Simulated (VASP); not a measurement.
# SnTe (F-43m) in VASP: notebook

The runs below take SnTe through single point, with PBE.

All numbers are computed with VASP 6.6.1; they aren't measurements. Logs are shortened: lines on timing, memory, paths and dates and some standing lists are left out, and cuts for length are marked.

## Step 1: The crystal as given

It takes space group F-43m (No. 216, cubic). The conventional cell has a = 7.222 Å, b = 7.222 Å, c = 7.222 Å, α = 90.00°, β = 90.00°, γ = 90.00°. Te (site symmetry -43m) is surrounded by 4 Sn at 3.13 Å. Sn (site symmetry -43m) is surrounded by 4 Te at 3.13 Å.

Measurements of this composition are mostly on another form, of space group No. 225.

## Step 2: Single point, PBE, spin-orbit coupling, no magnetisation

Input file INCAR:

```
ALGO = Normal ; EDIFF = 1E-7
ENCUT = 340 ; GGA = PE
GGA_COMPAT = False ; ISIF = 2
ISMEAR = 0 ; LASPH = True
LCHARG = False ; LORBIT = 11
LREAL = False ; LSORBIT = True
LWAVE = False ; MAGMOM = 0 0 0 0 0 0
NBANDS = 36 ; NELM = 100
PREC = Accurate ; SIGMA = 0.02
```

Input file KPOINTS:

```
k-points
0
Gamma
  5 5 5
```

Input file POSCAR:

```
SnTe
1.0
    0.0000000000      3.6111460000      3.6111460000
    3.6111460000      0.0000000000      3.6111460000
    3.6111460000      3.6111460000      0.0000000000
Te Sn
1 1
Direct
    0.2500000000      0.2500000000      0.2500000000
    0.0000000000      0.0000000000      0.0000000000
```

Potentials or basis: VASP PAW PBE potentials, release 64 (Te, Sn_d).

Run with:

```sh
> cat potpaw_PBE.64/Te/POTCAR potpaw_PBE.64/Sn_d/POTCAR > POTCAR
> mpirun -np 1 vasp_ncl > vasp.out
```

OUTCAR:

```text
EDIFF = 1E-7
   ENCUT = 340
   GGA = PE
   ISIF = 2
   ISMEAR = 0
   LASPH = True
   LORBIT = 11
   LREAL = False
   LSORBIT = True
   NELM = 100
   PREC = Accurate

 Found     14 irreducible k-points:

 Following reciprocal coordinates:
            Coordinates               Weight
  0.000000  0.000000  0.000000      1.000000
  0.200000  0.000000  0.000000      4.000000
 -0.200000  0.000000  0.000000      4.000000
  0.400000  0.000000  0.000000      4.000000
 -0.400000  0.000000  0.000000      4.000000
  0.200000  0.200000  0.000000      6.000000
   k-points           NKPTS =     14   k-points in BZ     NKDIM =     14   number of bands    NBANDS=     36
   number of dos      NEDOS =    301   number of ions     NIONS =      2
   total plane-waves  NPLWV =  32768
   dimension x,y,z NGX =    32 NGY =   32 NGZ =   32
   dimension x,y,z NGXF=    64 NGYF=   64 NGZF=   64
   ions per type =               1   1
   NGX,Y,Z   is equivalent  to a cutoff of  10.42, 10.42, 10.42 a.u.
   NGXF,Y,Z  is equivalent  to a cutoff of  20.83, 20.83, 20.83 a.u.
 SYSTEM =  unknown system
   PREC   = accura    normal or accurate (medium, high low for compatibility)
   ISTART =      0    job   : 0-new  1-cont  2-samecut
   ICHARG =      2    charge: 1-file 2-atom 10-const
   ISPIN  =      1    spin polarized calculation?
   LNONCOLLINEAR =      T non collinear calculations
   LSORBIT =      T    spin-orbit coupling
   LASPH  =      T    aspherical Exc in radial PAW
   ENCUT  =  340.0 eV  24.99 Ry    5.00 a.u.   7.68  7.68  7.68*2*pi/ulx,y,z
   NELM   =    100;   NELMIN=  2; NELMDL= -5     # of ELM steps
   EDIFF  = 0.1E-06   stopping-criterion for ELM
   LREAL  =      F    real-space projection
   EDIFFG = 0.1E-05   stopping-criterion for IOM
   NSW    =      0    number of steps for IOM
   IBRION =     -1    ionic relax: 0-MD 1-quasi-New 2-CG
   NFREE  =      0    steps in history (QN), initial steepest desc. (CG)
   ISIF   =      2    stress and relaxation
   ISYM   =      2    0-nonsym 1-usesym 2-fastsym
   POTIM  = 0.5000    time-step for ionic-motion
   TEBEG  =    0.0;   TEEND  =   0.0 temperature during run
   PSTRESS=    0.0 pullay stress
   NELECT =      20.0000    total number of electrons
   NUPDOWN=      -1.0000    fix difference up-down
   EMIN   =  10.00;   EMAX   =-10.00  energy-range for DOS
   EFERMI =   0.00;   METHOD = LEGACY
   ISMEAR =     0;   SIGMA  =   0.02  broadening in eV -4-tet -1-fermi 0-gaus
   EFERMI_NEDOS =   21; number of points for ismear=-14 and -15
   IALGO  =     38    algorithm
   IMIX   =      4    mixing-type and parameters
     AMIX     =   0.40;   BMIX     =  1.00
     AMIX_MAG =   1.60;   BMIX_MAG =  1.00
  volume/ion in A,a.u.               =      47.09       317.78
  Fermi-wavevector in a.u.,A,eV,Ry     =   0.976704  1.845704 12.979296  0.953951
  Thomas-Fermi vector in A             =   2.107344
   LORBIT       =     11    0 simple, 1 ext, 2 COOP (PROOUT), +10 PAW based schemes
   GGA     = PE    functional components
   LHFCALC =     F    Hartree Fock is set to
   AEXX    =    0.0000 exact exchange contribution
   IVDW    =     0    specifies the selected vdW correction
   LEPSILON=     F    determine dielectric tensor
   LRPA    =     F    only Hartree local field effects (RPA)
 Gauss-broadening in eV      SIGMA  =   0.02
  energy-cutoff  :      340.00
  volume of cell :       94.18
 maximum number of plane-waves:      2726
   NGX = 15   NGY = 15   NGZ = 15

 number of electron      19.9999991 magnetization       0.0000000      0.0000000      0.0000000

 number of electron      19.9999991 magnetization      -0.0000000     -0.0000000     -0.0000000

 number of electron      19.9999991 magnetization      -0.0000000      0.0000000     -0.0000000

 number of electron      19.9999991 magnetization      -0.0000000      0.0000000      0.0000000

 Free energy of the ion-electron system (eV)
  ---------------------------------------------------
  ext. energy  EPLUGINS =         0.00000000
  ---------------------------------------------------
  free energy    TOTEN  =        -7.22441496 eV

  energy without entropy =       -7.22441496  energy(sigma->0) =       -7.22441496

 E-fermi :   3.2223     XC(G=0):  -7.4432

 val. band max:        3.1132482110   @ k =  -0.4000   0.4000   0.2000
 cond. band min:       3.3436612602   @ k =   0.4000   0.4000   0.0000
 fundamental gap:      0.2304130492
 Fermi energy:         3.2223213148

 k-point     1 :       0.0000    0.0000    0.0000
  band No.  band energies     occupation
      1     -19.2059      1.00000
      2     -19.2059      1.00000
      3     -19.2059      1.00000
      4     -19.2059      1.00000
      5     -18.1730      1.00000
      6     -18.1730      1.00000
[... 24 lines left out ...]
     31       9.6186      0.00000
     32       9.6186      0.00000

 k-point     2 :       0.2000    0.0000    0.0000
  band No.  band energies     occupation
      1     -19.2058      1.00000
      2     -19.2056      1.00000
      3     -19.2056      1.00000
      4     -19.2056      1.00000
      5     -18.1725      1.00000
      6     -18.1725      1.00000
[... 24 lines left out ...]
     31       9.0580      0.00000
     32       9.0693      0.00000

 k-point     3 :      -0.2000    0.0000    0.0000
  band No.  band energies     occupation
      1     -19.2058      1.00000
      2     -19.2056      1.00000
      3     -19.2056      1.00000
      4     -19.2056      1.00000
      5     -18.1725      1.00000
      6     -18.1725      1.00000
[... 24 lines left out ...]
     31       9.0580      0.00000
     32       9.0693      0.00000

 k-point     4 :       0.4000    0.0000    0.0000
  band No.  band energies     occupation
      1     -19.2057      1.00000
      2     -19.2056      1.00000
      3     -19.2055      1.00000
      4     -19.2055      1.00000
      5     -18.1721      1.00000
      6     -18.1721      1.00000
[... 24 lines left out ...]
     31       9.6441      0.00000
     32       9.6561      0.00000

 k-point     5 :      -0.4000    0.0000    0.0000
  band No.  band energies     occupation
      1     -19.2057      1.00000
      2     -19.2056      1.00000
      3     -19.2055      1.00000
      4     -19.2055      1.00000
      5     -18.1721      1.00000
      6     -18.1721      1.00000
[... 24 lines left out ...]
     31       9.6441      0.00000
     32       9.6561      0.00000

 k-point     6 :       0.2000    0.2000    0.0000
  band No.  band energies     occupation
      1     -19.2060      1.00000
      2     -19.2060      1.00000
      3     -19.2054      1.00000
      4     -19.2054      1.00000
      5     -18.1726      1.00000
      6     -18.1726      1.00000
[... 24 lines left out ...]
     31      10.0067      0.00000
     32      10.0067      0.00000

 [... further k-points ...]

 [bands above 32 left out]

------------------------ aborting loop because EDIFF is reached ----------------------------------------

  FORCE on cell =-STRESS in cart. coord.  units (eV):
  Direction    XX          YY          ZZ          XY          YZ          ZX
  --------------------------------------------------------------------------------------
  -------------------------------------------------------------------------------------
  Total       -0.0829368     -0.0829368     -0.0829368      0.0000000      0.0000000      0.0000000
  in kB       -1.4108893     -1.4108893     -1.4108893      0.0000000      0.0000000      0.0000000
  external PRESSURE =      -1.4108893 kB  Pullay stress =       0.0000000 kB

 VOLUME and BASIS-vectors are now :
 -----------------------------------------------------------------------------
  energy-cutoff  :      340.00
  volume of cell :       94.18
      direct lattice vectors                 reciprocal lattice vectors
     0.000000000  3.611146000  3.611146000    -0.138460201  0.138460201  0.138460201
     3.611146000  0.000000000  3.611146000     0.138460201 -0.138460201  0.138460201
     3.611146000  3.611146000  0.000000000     0.138460201  0.138460201 -0.138460201

 POSITION                                       TOTAL-FORCE (eV/Angst)
 -----------------------------------------------------------------------------------
      1.80557      1.80557      1.80557        -0.000000     -0.000000     -0.000000
      0.00000      0.00000      0.00000         0.000000      0.000000      0.000000
 -----------------------------------------------------------------------------------
    total drift:                                0.000000      0.000000      0.000000

  FREE ENERGIE OF THE ION-ELECTRON SYSTEM (eV)
  ---------------------------------------------------
  free  energy   TOTEN  =        -7.2244149621 eV

  energy  without entropy=       -7.2244149621  energy(sigma->0) =       -7.22441496

 Spin-Orbit-Coupling matrix elements

 Ion:    1  E_soc:     -0.2238623
 l=   1
     0.0000000    -0.0373093    -0.0373093
    -0.0373093     0.0000000    -0.0373093
    -0.0373093    -0.0373093     0.0000000
 l=   2
     0.0000000     0.0000077     0.0000000     0.0000077    -0.0000088
     0.0000077     0.0000000    -0.0000066     0.0000077    -0.0000022
     0.0000000    -0.0000066     0.0000000    -0.0000066     0.0000000
     0.0000077     0.0000077    -0.0000066     0.0000000    -0.0000022
    -0.0000088    -0.0000022     0.0000000    -0.0000022     0.0000000
 l=   3
     0.0000000     0.0000000     0.0000000     0.0000000     0.0000000     0.0000000     0.0000000
     0.0000000     0.0000000     0.0000000     0.0000000     0.0000000     0.0000000     0.0000000
     0.0000000     0.0000000     0.0000000     0.0000000     0.0000000     0.0000000     0.0000000
     0.0000000     0.0000000     0.0000000     0.0000000     0.0000000     0.0000000     0.0000000
     0.0000000     0.0000000     0.0000000     0.0000000     0.0000000     0.0000000     0.0000000
     0.0000000     0.0000000     0.0000000     0.0000000     0.0000000     0.0000000     0.0000000
     0.0000000     0.0000000     0.0000000     0.0000000     0.0000000     0.0000000     0.0000000

 Ion:    2  E_soc:     -0.1048375
 l=   1
     0.0000000    -0.0113645    -0.0113645
    -0.0113645     0.0000000    -0.0113645
    -0.0113645    -0.0113645     0.0000000
 l=   2
     0.0000000    -0.0012382     0.0000000    -0.0012382    -0.0048703
    -0.0012382     0.0000000    -0.0036527    -0.0012382    -0.0012176
     0.0000000    -0.0036527     0.0000000    -0.0036527     0.0000000
    -0.0012382    -0.0012382    -0.0036527     0.0000000    -0.0012176
    -0.0048703    -0.0012176     0.0000000    -0.0012176     0.0000000
 l=   3
     0.0000000     0.0000000     0.0000000     0.0000000     0.0000000     0.0000000     0.0000000
     0.0000000     0.0000000     0.0000000     0.0000000     0.0000000     0.0000000     0.0000000
     0.0000000     0.0000000     0.0000000     0.0000000     0.0000000     0.0000000     0.0000000
     0.0000000     0.0000000     0.0000000     0.0000000     0.0000000     0.0000000     0.0000000
     0.0000000     0.0000000     0.0000000     0.0000000     0.0000000     0.0000000     0.0000000
     0.0000000     0.0000000     0.0000000     0.0000000     0.0000000     0.0000000     0.0000000
     0.0000000     0.0000000     0.0000000     0.0000000     0.0000000     0.0000000     0.0000000

 total charge

# of ion       s       p       d       tot
------------------------------------------
    1        1.392   1.955   0.016   3.363
    2        1.400   0.700   9.955  12.054
--------------------------------------------------
tot          2.792   2.655   9.970  15.417

 magnetization (x)

# of ion       s       p       d       tot
------------------------------------------
    1        0.000  -0.000  -0.000  -0.000
    2       -0.000  -0.000   0.000  -0.000
--------------------------------------------------
tot         -0.000  -0.000  -0.000  -0.000

 magnetization (y)

# of ion       s       p       d       tot
------------------------------------------
    1        0.000  -0.000   0.000  -0.000
    2       -0.000   0.000   0.000  -0.000
--------------------------------------------------
tot         -0.000  -0.000   0.000  -0.000

 magnetization (z)

# of ion       s       p       d       tot
------------------------------------------
    1        0.000  -0.000  -0.000  -0.000
    2       -0.000   0.000  -0.000   0.000
--------------------------------------------------
tot          0.000  -0.000  -0.000  -0.000
```

Run time: 52 s. Hardware: 1 thread of Intel Xeon Platinum 8488C (Sapphire Rapids), shared host; peak memory 0.3 GiB.

The run converged, but some of its settings lie outside the range that counts as converged, so its numbers aren't taken as properties of the crystal.

What came out:

```
Free energy                                           : -7.2244 eV
Pressure                                              : -0.1 GPa
Valence electrons inside the program's atomic spheres : Te 3.36; Sn 12.05
```

## Step 3: Single point, PBE, spin-orbit coupling, no magnetisation

Changes to INCAR since step 2:

```diff
@@ -1,3 +1,3 @@
 ALGO = Normal ; EDIFF = 1E-7
-ENCUT = 340 ; GGA = PE
+ENCUT = 280 ; GGA = PE
 GGA_COMPAT = False ; ISIF = 2
```

Input file KPOINTS:

```
k-points
0
Gamma
  6 6 6
```

POSCAR is that of step 2.

Potentials or basis: VASP PAW PBE potentials, release 64 (Te, Sn_d).

Run with:

```sh
> cat potpaw_PBE.64/Te/POTCAR potpaw_PBE.64/Sn_d/POTCAR > POTCAR
> mpirun -np 1 vasp_ncl > vasp.out
```

It took 58 s on 1 thread of Intel Xeon Platinum 8488C (Sapphire Rapids), shared host; peak memory 0.26 GiB.

The run converged, but some of its settings lie outside the range that counts as converged, so its numbers aren't taken as properties of the crystal.

Results:

| Quantity | Value |
| --- | --- |
| Free energy | -7.2248 eV |
| Pressure | -0.1 GPa |
| Valence electrons inside the program's atomic spheres | Te 3.36; Sn 12.05 |

Caveat: the cutoff is under 1.25 times the usual one of these potentials, so pressure, stress and relaxed cells hold a basis-set (Pulay) error.

## Step 4: The reference run

An earlier run on the cell as given: functional PBEsol; potentials or basis VASP PAW PBE potentials, release 64 (Te, Sn_d); cutoff 520 eV; k mesh 7 × 7 × 7; occupations fermi-dirac, width 0.05 eV; no spin polarisation.

- Pressure: -1.4 GPa
- Band gap on the k mesh: 0.28 eV, indirect (least direct gap 0.79 eV)
